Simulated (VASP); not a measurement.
# PbS (Fm-3m) in VASP: relaxation of cell and atoms with PBE

Aim: the relaxation of cell and atoms of PbS with PBE.

Everything below comes from runs of VASP 6.6.1. Logs are shortened: lines on timing, memory, paths and dates and some standing lists are left out, and cuts for length are marked.

## Step 1: The structure

The structure is cubic, space group Fm-3m (No. 225). The conventional cell has a = 5.924 Å, b = 5.924 Å, c = 5.924 Å, α = 90.00°, β = 90.00°, γ = 90.00°. Around Pb (site symmetry m-3m) lie 6 S at 2.96 Å. S (site symmetry m-3m) is surrounded by 6 Pb at 2.96 Å.

## Step 2: Relaxation of cell and atoms, PBE

INCAR

```
SYSTEM = PbS
PREC     = Accurate       ! precision mode
ENCUT    = 600            ! plane-wave cutoff, eV
EDIFF    = 1E-7           ! SCF threshold, eV
ISMEAR   = 0              ! smearing method
SIGMA    = 0.02           ! smearing width, eV
LREAL    = .FALSE.        ! projectors in reciprocal space
LASPH    = .TRUE.         ! aspherical terms in the spheres
NELM     = 60             ! most SCF steps
ALGO     = Normal         ! electronic algorithm
ISIF     = 3              ! what is computed and relaxed
LWAVE    = .FALSE.        ! write WAVECAR
LCHARG   = .FALSE.        ! write CHGCAR
GGA      = PE             ! functional
IBRION   = 2              ! ionic algorithm
NSW      = 80             ! ionic steps
EDIFFG   = -0.004         ! ionic threshold
```

KPOINTS

```
regular mesh
0
G
  8 8 8
  0 0 0
```

POSCAR

```
PbS
1.0
    0.0000000000      2.9618500000      2.9618500000
    2.9618500000      0.0000000000      2.9618500000
    2.9618500000      2.9618500000      0.0000000000
Pb S
1 1
Direct
    0.0000000000      0.0000000000      0.0000000000
    0.5000000000      0.5000000000      0.5000000000
```

Potentials or basis: VASP PAW PBE potentials, release 64 (Pb_d, S).

Started as:

```sh
$ cat potpaw_PBE.64/Pb_d/POTCAR potpaw_PBE.64/S/POTCAR > POTCAR
$ mpirun -np 1 vasp_std > vasp.out
```

OUTCAR:

```text
SYSTEM = PbS
   PREC = Accurate
   ENCUT = 600
   EDIFF = 1E-7
   ISMEAR = 0
   LREAL = .FALSE.
   LASPH = .TRUE.
   NELM = 60
   ISIF = 3
   GGA = PE
   IBRION = 2
   NSW = 80
   EDIFFG = -0.004

 ion  position               nearest neighbor table
   1  0.000  0.000  0.000-   2 2.96   2 2.96   2 2.96   2 2.96   2 2.96   2 2.96
   2  0.500  0.500  0.500-   1 2.96   1 2.96   1 2.96   1 2.96   1 2.96   1 2.96

  LATTYP: Found a face centered cubic cell.
 ALAT       =     5.9237000000

  Lattice vectors:

 A1 = (   0.0000000000,   2.9618500000,   2.9618500000)
 A2 = (   2.9618500000,   0.0000000000,   2.9618500000)
 A3 = (   2.9618500000,   2.9618500000,   0.0000000000)

Analysis of symmetry for initial positions (statically):
=====================================================================
 Subroutine PRICEL returns:
 Original cell was already a primitive cell.

 Routine SETGRP: Setting up the symmetry group for a
 face centered cubic supercell.

 Subroutine GETGRP returns: Found 48 space group operations
 (whereof 48 operations were pure point group operations)
 out of a pool of 48 trial point group operations.

The static configuration has the point symmetry O_h .

Analysis of symmetry for dynamics (positions and initial velocities):
=====================================================================
 Subroutine PRICEL returns:
 Original cell was already a primitive cell.

 Routine SETGRP: Setting up the symmetry group for a
 face centered cubic supercell.

 Subroutine GETGRP returns: Found 48 space group operations
 (whereof 48 operations were pure point group operations)
 out of a pool of 48 trial point group operations.

The dynamic configuration has the point symmetry O_h .

 Subroutine INISYM returns: Found 48 space group operations
 (whereof 48 operations are pure point group operations),
 and found     1 'primitive' translations

----------------------------------------------------------------------------------------

                                     Primitive cell

  volume of cell :      51.9660

  direct lattice vectors                    reciprocal lattice vectors
     0.000000000  2.961850000  2.961850000    -0.168813411  0.168813411  0.168813411
     2.961850000  0.000000000  2.961850000     0.168813411 -0.168813411  0.168813411
     2.961850000  2.961850000  0.000000000     0.168813411  0.168813411 -0.168813411

  length of vectors
     4.188688440  4.188688440  4.188688440     0.292393404  0.292393404  0.292393404

  position of ions in fractional coordinates (direct lattice)
     0.000000000  0.000000000  0.000000000
     0.500000000  0.500000000  0.500000000

  ion indices of the primitive-cell ions
   primitive index   ion index
                 1           1
                 2           2

----------------------------------------------------------------------------------------

 KPOINTS: regular mesh

Automatic generation of k-mesh.
 Grid dimensions read from file:
 generate k-points for:    8    8    8

 Generating k-lattice:

  Cartesian coordinates                     Fractional coordinates (reciprocal lattice)
    -0.021101676  0.021101676  0.021101676     0.125000000  0.000000000  0.000000000
     0.021101676 -0.021101676  0.021101676     0.000000000  0.125000000  0.000000000
     0.021101676  0.021101676 -0.021101676     0.000000000  0.000000000  0.125000000

  Length of vectors
     0.036549176  0.036549176  0.036549176

  Shift w.r.t. Gamma in fractional coordinates (k-lattice)
     0.000000000  0.000000000  0.000000000

 Subroutine IBZKPT returns following result:
 ===========================================

 Found     29 irreducible k-points:

 Following reciprocal coordinates:
            Coordinates               Weight
  0.000000  0.000000  0.000000      1.000000
  0.125000  0.000000  0.000000      8.000000
  0.250000  0.000000  0.000000      8.000000
  0.375000  0.000000  0.000000      8.000000
  0.500000  0.000000  0.000000      4.000000
  0.125000  0.125000  0.000000      6.000000
[... 16 lines left out ...]
  0.500000  0.250000  0.125000     48.000000
 -0.375000  0.250000  0.125000     24.000000
 [... further k-points ...]
   k-points           NKPTS =     29   k-points in BZ     NKDIM =     29   number of bands    NBANDS=     14
   number of dos      NEDOS =    301   number of ions     NIONS =      2
   total plane-waves  NPLWV =  46656
   dimension x,y,z NGX =    36 NGY =   36 NGZ =   36
   dimension x,y,z NGXF=    72 NGYF=   72 NGZF=   72
   ions per type =               1   1
   NGX,Y,Z   is equivalent  to a cutoff of  14.29, 14.29, 14.29 a.u.
   NGXF,Y,Z  is equivalent  to a cutoff of  28.58, 28.58, 28.58 a.u.
 SYSTEM =  PbS
   PREC   = accura    normal or accurate (medium, high low for compatibility)
   ISTART =      0    job   : 0-new  1-cont  2-samecut
   ICHARG =      2    charge: 1-file 2-atom 10-const
   ISPIN  =      1    spin polarized calculation?
   LNONCOLLINEAR =      F non collinear calculations
   LSORBIT =      F    spin-orbit coupling
   LASPH  =      T    aspherical Exc in radial PAW
   ENCUT  =  600.0 eV  44.10 Ry    6.64 a.u.   8.37  8.37  8.37*2*pi/ulx,y,z
   NELM   =     60;   NELMIN=  2; NELMDL= -5     # of ELM steps
   EDIFF  = 0.1E-06   stopping-criterion for ELM
   LREAL  =      F    real-space projection
   EDIFFG = -.4E-02   stopping-criterion for IOM
   NSW    =     80    number of steps for IOM
   IBRION =      2    ionic relax: 0-MD 1-quasi-New 2-CG
   NFREE  =      1    steps in history (QN), initial steepest desc. (CG)
   ISIF   =      3    stress and relaxation
   ISYM   =      2    0-nonsym 1-usesym 2-fastsym
   POTIM  = 0.5000    time-step for ionic-motion
   TEBEG  =    0.0;   TEEND  =   0.0 temperature during run
   PSTRESS=    0.0 pullay stress
   NELECT =      20.0000    total number of electrons
   NUPDOWN=      -1.0000    fix difference up-down
   EMIN   =  10.00;   EMAX   =-10.00  energy-range for DOS
   EFERMI =   0.00;   METHOD = LEGACY
   ISMEAR =     0;   SIGMA  =   0.02  broadening in eV -4-tet -1-fermi 0-gaus
   EFERMI_NEDOS =   21; number of points for ismear=-14 and -15
   IALGO  =     38    algorithm
   IMIX   =      4    mixing-type and parameters
     AMIX     =   0.40;   BMIX     =  1.00
     AMIX_MAG =   1.60;   BMIX_MAG =  1.00
  volume/ion in A,a.u.               =      25.98       175.34
  Fermi-wavevector in a.u.,A,eV,Ry     =   1.190817  2.250318 19.293682  1.418046
  Thomas-Fermi vector in A             =   2.326893
   LORBIT       =      0    0 simple, 1 ext, 2 COOP (PROOUT), +10 PAW based schemes
   GGA     = PE    functional components
   LHFCALC =     F    Hartree Fock is set to
   AEXX    =    0.0000 exact exchange contribution
   IVDW    =     0    specifies the selected vdW correction
   LEPSILON=     F    determine dielectric tensor
   LRPA    =     F    only Hartree local field effects (RPA)
 conjugate gradient relaxation of ions
 non-spin polarized calculation
 Gauss-broadening in eV      SIGMA  =   0.02
  energy-cutoff  :      600.00
  volume of cell :       51.97
 maximum number of plane-waves:      1759
 NGX is ok and might be reduce to    36
   NGX = 17   NGY = 17   NGZ = 17

--------------------------------------- Ionic step        1  -------------------------------------------

 number of electron      20.0000002 magnetization

 Free energy of the ion-electron system (eV)
  ---------------------------------------------------
  ext. energy  EPLUGINS =         0.00000000
  ---------------------------------------------------
  free energy    TOTEN  =        -8.75327194 eV

  energy without entropy =       -8.75327194  energy(sigma->0) =       -8.75327194

------------------------ aborting loop because EDIFF is reached ----------------------------------------

  FORCE on cell =-STRESS in cart. coord.  units (eV):
  Direction    XX          YY          ZZ          XY          YZ          ZX
  --------------------------------------------------------------------------------------
  -------------------------------------------------------------------------------------
  Total        0.7964281      0.7964281      0.7964281      0.0000000     -0.0000000     -0.0000000
  in kB       24.5548893     24.5548893     24.5548893      0.0000000     -0.0000000     -0.0000000
  external PRESSURE =      24.5548893 kB  Pullay stress =       0.0000000 kB

 VOLUME and BASIS-vectors are now :
 -----------------------------------------------------------------------------
  energy-cutoff  :      600.00
  volume of cell :       51.97
      direct lattice vectors                 reciprocal lattice vectors
     0.000000000  2.961850000  2.961850000    -0.168813411  0.168813411  0.168813411
     2.961850000  0.000000000  2.961850000     0.168813411 -0.168813411  0.168813411
     2.961850000  2.961850000  0.000000000     0.168813411  0.168813411 -0.168813411
[... 37 lines left out ...]
 POSITION                                       TOTAL-FORCE (eV/Angst)
 -----------------------------------------------------------------------------------
      0.00000      0.00000      0.00000         0.000000      0.000000     -0.000000
      3.01875      3.01875      3.01875        -0.000000      0.000000      0.000000
 -----------------------------------------------------------------------------------
    total drift:                                0.000000      0.000000      0.000000

  FREE ENERGIE OF THE ION-ELECTRON SYSTEM (eV)
  ---------------------------------------------------
  free  energy   TOTEN  =        -8.7678183101 eV

  energy  without entropy=       -8.7678183101  energy(sigma->0) =       -8.76781831

--------------------------------------- Ionic step        3  -------------------------------------------

 number of electron      19.9999998 magnetization

 Free energy of the ion-electron system (eV)
  ---------------------------------------------------
  ext. energy  EPLUGINS =         0.00000000
  ---------------------------------------------------
  free energy    TOTEN  =        -8.76979792 eV

  energy without entropy =       -8.76979792  energy(sigma->0) =       -8.76979792

 E-fermi :   5.4170     XC(G=0):  -9.5038

 val. band max:        5.2907458302   @ k =   0.5000   0.0000   0.0000
 cond. band min:       5.7879179897   @ k =   0.5000   0.0000   0.0000
 fundamental gap:      0.4971721596
 Fermi energy:         5.4169634990

 k-point     1 :       0.0000    0.0000    0.0000
  band No.  band energies     occupation
      1     -11.4382      2.00000
      2     -11.4382      2.00000
      3     -11.4382      2.00000
      4     -11.4209      2.00000
      5     -11.4209      2.00000
      6      -7.9311      2.00000
      7      -0.7758      2.00000
      8       3.3431      2.00000
      9       3.3431      2.00000
     10       3.3431      2.00000
     11      10.4281      0.00000
     12      10.4281      0.00000
     13      10.4281      0.00000
     14      12.1551      0.00000

 k-point     2 :       0.1250    0.0000    0.0000
  band No.  band energies     occupation
      1     -11.4375      2.00000
      2     -11.4353      2.00000
      3     -11.4353      2.00000
      4     -11.4217      2.00000
      5     -11.4217      2.00000
      6      -7.8060      2.00000
      7      -1.1701      2.00000
      8       3.3817      2.00000
      9       3.3817      2.00000
     10       3.6320      2.00000
[... 362 lines left out ...]
 k-point    24 :      -0.3750    0.2500    0.1250
  band No.  band energies     occupation
      1     -11.4777      2.00000
      2     -11.4364      2.00000
      3     -11.4231      2.00000
      4     -11.4126      2.00000
      5     -11.3946      2.00000
      6      -6.5847      2.00000
      7      -2.9629      2.00000
      8       2.1273      2.00000
      9       2.5210      2.00000
     10       4.4052      2.00000
     11       6.9464      0.00000
     12       8.7301      0.00000
     13       9.3140      0.00000
     14      13.3480      0.00000

 [... further k-points ...]

------------------------ aborting loop because EDIFF is reached ----------------------------------------

  FORCE on cell =-STRESS in cart. coord.  units (eV):
  Direction    XX          YY          ZZ          XY          YZ          ZX
  --------------------------------------------------------------------------------------
  -------------------------------------------------------------------------------------
  Total        0.0025651      0.0025651      0.0025651      0.0000000      0.0000000     -0.0000000
  in kB        0.0758246      0.0758246      0.0758246      0.0000000      0.0000000     -0.0000000
  external PRESSURE =       0.0758246 kB  Pullay stress =       0.0000000 kB

 VOLUME and BASIS-vectors are now :
 -----------------------------------------------------------------------------
  energy-cutoff  :      600.00
  volume of cell :       54.20
      direct lattice vectors                 reciprocal lattice vectors
     0.000000000  3.003721733  3.003721733    -0.166460160  0.166460160  0.166460160
     3.003721733  0.000000000  3.003721733     0.166460160 -0.166460160  0.166460160
     3.003721733  3.003721733 -0.000000000     0.166460160  0.166460160 -0.166460160

 POSITION                                       TOTAL-FORCE (eV/Angst)
 -----------------------------------------------------------------------------------
      0.00000      0.00000      0.00000         0.000000     -0.000000     -0.000000
      3.00372      3.00372      3.00372        -0.000000      0.000000      0.000000
 -----------------------------------------------------------------------------------
    total drift:                                0.000000      0.000000      0.000000

  FREE ENERGIE OF THE ION-ELECTRON SYSTEM (eV)
  ---------------------------------------------------
  free  energy   TOTEN  =        -8.7697979155 eV

  energy  without entropy=       -8.7697979155  energy(sigma->0) =       -8.76979792

 reached required accuracy - stopping structural energy minimisation
```

It took 40 s on 1 thread of Intel Xeon Platinum 8488C (Sapphire Rapids), shared host; peak memory 0.21 GiB.

Results:

| Quantity | Value |
| --- | --- |
| Free energy | -8.7698 eV |
| Relaxed volume | 27.10 Å³/atom |
| Relaxed cell | a = 4.248 Å, b = 4.248 Å, c = 4.248 Å, α = 60.00°, β = 60.00°, γ = 60.00° |
| Space group after relaxing (to 0.05 Å) | Fm-3m (No. 225) |
| Energy gained by relaxing | 8.3 meV/atom |
| Ionic steps | 3 |
| Pressure after relaxing | 0.0 GPa |
| Band gap on the k mesh | 0.50 eV, direct |

The path:
```tsv
step	energy change (eV)	largest force (eV/Å)	pressure (GPa)	volume (Å³)
1	0.0000	0.0000	2.46	51.97
2	-0.0145	0.0000	-0.77	55.02
3	-0.0165	0.0000	0.01	54.20
```

Final structure:
```
CELL_PARAMETERS angstrom
0.00000 3.00372 3.00372
3.00372 0.00000 3.00372
3.00372 3.00372 0.00000
ATOMIC_POSITIONS crystal
Pb 0.00000 0.00000 0.00000
S 0.50000 0.50000 0.50000
```

Caveat: spin-orbit coupling is left out, which as a rule narrows the gap of such compounds by several tenths of an eV.
